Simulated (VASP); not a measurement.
HfN: single point with PBE

The system is HfN.

```
Hf N
1.0
     3.47164    0.00000    0.00000
     1.73582    3.00653    0.00000
     1.73582    1.00218    2.83458
Hf N
1 1
Direct
  0.00000 0.00000 0.00000
  0.25000 0.25000 0.25000
```

The cell comes from a database or a generator and needn't be the stable form of this composition.

| Property | Result |
| --- | --- |
| Program | VASP 6.6.1 |
| Task | single point |
| Functional | PBE |
| Potentials or basis | VASP PAW PBE potentials, release 64 (Hf_sv_GW, N_GW) |
| Cutoff | 550 eV |
| k mesh | 9 × 9 × 9 |
| Occupations | gaussian, width 0.1 eV |
| Spin | no spin polarisation |
| Further INCAR settings | ALGO = Normal; EDIFF = 1.00e-07 |

```yaml
Pressure: 1.0 GPa
Band_gap_on_the_k_mesh: none (metal or under the smearing width)
```

Levels at points of the mesh, in eV from the Fermi level:
| k point | band 7 | band 8 | band 9 | band 10 | band 11 | band 12 |
| --- | --- | --- | --- | --- | --- | --- |
| (0.00, 0.00, 0.00) | -5.46 | -5.46 | -0.69 | 2.25 | 2.25 | 6.60 |

Run time: 18 s on 1 thread of Intel(R) Xeon(R) Platinum 8488C (Sapphire Rapids), on a shared host, peak memory 0.17 GiB.

Spin-orbit coupling is left out, which matters for the levels of Hf.
